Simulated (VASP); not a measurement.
# AgCl (Chlorargyrite) (Fm-3m) in VASP: a series of runs, part 2 of 2

VASP 6.6.1.

## Step 5: Relaxation of the atoms, LDA

File INCAR:

```
ALGO = Normal ; EDIFF = 1E-7
EDIFFG = -0.01 ; ENCUT = 600
GGA = CA ; IBRION = 2
ISIF = 2 ; ISMEAR = 0
LASPH = True ; LCHARG = False
LREAL = False ; LWAVE = False
NELM = 80 ; NSW = 40
PREC = Accurate ; SIGMA = 0.03
```

File KPOINTS:

```
k-points
0
Gamma
  8 8 8
```

File POSCAR:

```
AgCl                                    
1.0
    0.0000000000      2.6780905363      2.6780905363
    2.6780905363      0.0000000000      2.6780905363
    2.6780905363      2.6780905363      0.0000000000
  Ag              Cl            
     1     1
Direct
     0.0000000000000000    0.0000000000000000    0.0000000000000000
     0.5000000000000000    0.5000000000000000    0.5000000000000000
```

Potentials or basis: VASP PAW LDA potentials, release 64 (Ag, Cl).

The run is started by

```bash
$ cat potpaw_LDA.64/Ag/POTCAR potpaw_LDA.64/Cl/POTCAR > POTCAR
$ mpirun -np 1 vasp_std > vasp.out
```

OUTCAR:

```text
EDIFF = 1E-7
   EDIFFG = -0.01
   ENCUT = 600
   GGA = CA
   IBRION = 2
   ISIF = 2
   ISMEAR = 0
   LASPH = True
   LREAL = False
   NELM = 80
   NSW = 40
   PREC = Accurate

 ion  position               nearest neighbor table
   1  0.000  0.000  0.000-   2 2.68   2 2.68   2 2.68   2 2.68   2 2.68   2 2.68
   2  0.500  0.500  0.500-   1 2.68   1 2.68   1 2.68   1 2.68   1 2.68   1 2.68

  LATTYP: Found a face centered cubic cell.
 ALAT       =     5.3561810726

  Lattice vectors:

 A1 = (   0.0000000000,   2.6780905363,   2.6780905363)
 A2 = (   2.6780905363,   0.0000000000,   2.6780905363)
 A3 = (   2.6780905363,   2.6780905363,   0.0000000000)

Analysis of symmetry for initial positions (statically):
=====================================================================
 Subroutine PRICEL returns:
 Original cell was already a primitive cell.

 Routine SETGRP: Setting up the symmetry group for a
 face centered cubic supercell.

 Subroutine GETGRP returns: Found 48 space group operations
 (whereof 48 operations were pure point group operations)
 out of a pool of 48 trial point group operations.

The static configuration has the point symmetry O_h .

Analysis of symmetry for dynamics (positions and initial velocities):
=====================================================================
 Subroutine PRICEL returns:
 Original cell was already a primitive cell.

 Routine SETGRP: Setting up the symmetry group for a
 face centered cubic supercell.

 Subroutine GETGRP returns: Found 48 space group operations
 (whereof 48 operations were pure point group operations)
 out of a pool of 48 trial point group operations.

The dynamic configuration has the point symmetry O_h .

 Subroutine INISYM returns: Found 48 space group operations
 (whereof 48 operations are pure point group operations),
 and found     1 'primitive' translations

----------------------------------------------------------------------------------------

                                     Primitive cell

  volume of cell :      38.4154

  direct lattice vectors                    reciprocal lattice vectors
     0.000000000  2.678090536  2.678090536    -0.186700186  0.186700186  0.186700186
[... 116 lines left out ...]
   LRPA    =     F    only Hartree local field effects (RPA)
 conjugate gradient relaxation of ions
 non-spin polarized calculation
 Gauss-broadening in eV      SIGMA  =   0.03
  energy-cutoff  :      600.00
  volume of cell :       38.42
 maximum number of plane-waves:      1303
   NGX = 15   NGY = 15   NGZ = 15

 number of electron      17.9999997 magnetization

 Free energy of the ion-electron system (eV)
  ---------------------------------------------------
  ext. energy  EPLUGINS =         0.00000000
  ---------------------------------------------------
  free energy    TOTEN  =        -6.79293362 eV

  energy without entropy =       -6.79293362  energy(sigma->0) =       -6.79293362

 E-fermi :   5.1266     XC(G=0): -10.9741

 val. band max:        4.9999650545   @ k =   0.5000   0.0000   0.0000
 cond. band min:       5.6548015222   @ k =   0.0000   0.0000   0.0000
 fundamental gap:      0.6548364677
 Fermi energy:         5.1265801666

 k-point     1 :       0.0000    0.0000    0.0000
  band No.  band energies     occupation
      1     -10.8020      2.00000
      2       1.9971      2.00000
      3       1.9971      2.00000
      4       1.9971      2.00000
      5       2.0439      2.00000
      6       2.0439      2.00000
      7       2.2490      2.00000
      8       2.2490      2.00000
      9       2.2490      2.00000
     10       5.6548      0.00000
     11      15.7103      0.00000
     12      15.7103      0.00000
     13      15.7103      0.00000
[... 354 lines left out ...]
  band No.  band energies     occupation
      1     -10.1484      2.00000
      2      -0.7775      2.00000
      3       0.1126      2.00000
      4       0.1891      2.00000
      5       2.4032      2.00000
      6       2.4873      2.00000
      7       2.7925      2.00000
      8       3.7976      2.00000
      9       4.3676      2.00000
     10       9.9402      0.00000
     11      10.3029      0.00000
     12      12.9787      0.00000
     13      13.3076      0.00000

 [... further k-points ...]
[... 5 lines left out ...]
  --------------------------------------------------------------------------------------
  -------------------------------------------------------------------------------------
  Total       -0.0072123     -0.0072123     -0.0072123      0.0000000      0.0000000      0.0000000
  in kB       -0.3008003     -0.3008003     -0.3008003      0.0000000      0.0000000      0.0000000
  external PRESSURE =      -0.3008003 kB  Pullay stress =       0.0000000 kB

 VOLUME and BASIS-vectors are now :
 -----------------------------------------------------------------------------
  energy-cutoff  :      600.00
  volume of cell :       38.42
      direct lattice vectors                 reciprocal lattice vectors
     0.000000000  2.678090536  2.678090536    -0.186700186  0.186700186  0.186700186
     2.678090536  0.000000000  2.678090536     0.186700186 -0.186700186  0.186700186
     2.678090536  2.678090536  0.000000000     0.186700186  0.186700186 -0.186700186

 POSITION                                       TOTAL-FORCE (eV/Angst)
 -----------------------------------------------------------------------------------
      0.00000      0.00000      0.00000        -0.000000     -0.000000     -0.000000
      2.67809      2.67809      2.67809         0.000000      0.000000      0.000000
 -----------------------------------------------------------------------------------
    total drift:                               -0.000000      0.000000      0.000000

  FREE ENERGIE OF THE ION-ELECTRON SYSTEM (eV)
  ---------------------------------------------------
  free  energy   TOTEN  =        -6.7929336214 eV

  energy  without entropy=       -6.7929336214  energy(sigma->0) =       -6.79293362

 reached required accuracy - stopping structural energy minimisation
```

Run time: 8 s. Hardware: 1 thread of AMD EPYC 9R45 (Zen 5), shared host; peak memory 0.13 GiB.

Results:

```
Free energy             : -6.7929 eV
Pressure after relaxing : 0.0 GPa
Band gap on the k mesh  : 0.65 eV, indirect (least direct gap 3.36 eV)
```

Final structure:
```cif
data_structure
_symmetry_space_group_name_H-M 'P 1'
_symmetry_Int_Tables_number 1
_cell_length_a 3.7874
_cell_length_b 3.7874
_cell_length_c 3.7874
_cell_angle_alpha 60.000
_cell_angle_beta 60.000
_cell_angle_gamma 60.000
_cell_volume 38.42
loop_
_atom_site_label
_atom_site_type_symbol
_atom_site_fract_x
_atom_site_fract_y
_atom_site_fract_z
_atom_site_occupancy
Ag1 Ag 0.00000 0.00000 0.00000 1
Cl1 Cl 0.50000 0.50000 0.50000 1
```

Caveat: the relaxation stopped at its first step, so nothing moved.

## Step 6: Overview

| cell | gap on the mesh (eV) | pressure (GPa) |
| --- | --- | --- |
| atoms relaxed from: a relaxed cell with its volume scaled by 0.94 | 0.69 | 5.0 |
| atoms relaxed from: a relaxed cell with its volume scaled by 0.96 | 0.68 | 3.1 |
| atoms relaxed from: a relaxed cell with its volume scaled by 0.98 | 0.66 | 1.4 |
| atoms relaxed | 0.65 | 0.0 |

Alike in all rows: task relaxation of the atoms; level LDA; potentials or basis VASP PAW LDA potentials, release 64 (Ag, Cl); no spin polarisation; k mesh 8 × 8 × 8; cutoff (eV) 600; smearing gaussian 0.03 eV.

Caveats: the relaxation stopped at its first step, so nothing moved.

Absolute energies hang on the potentials; compare differences alone.

## Step 7: Comparison with measurements

Step 5. Against the measured gap of AgCl, 3.249 eV (indirect; a printed reference work, data compilation), the calculated 0.65 eV is off by -2.59 eV. So large a miss can be the level of theory's own, or it may mean another phase, state or a wrong row. Spin-orbit coupling on Ag is left out. The value is that of LDA on a finite k mesh, which can miss the band edges, without temperature or zero-point motion. Semilocal functionals fall short of measured gaps as a rule.
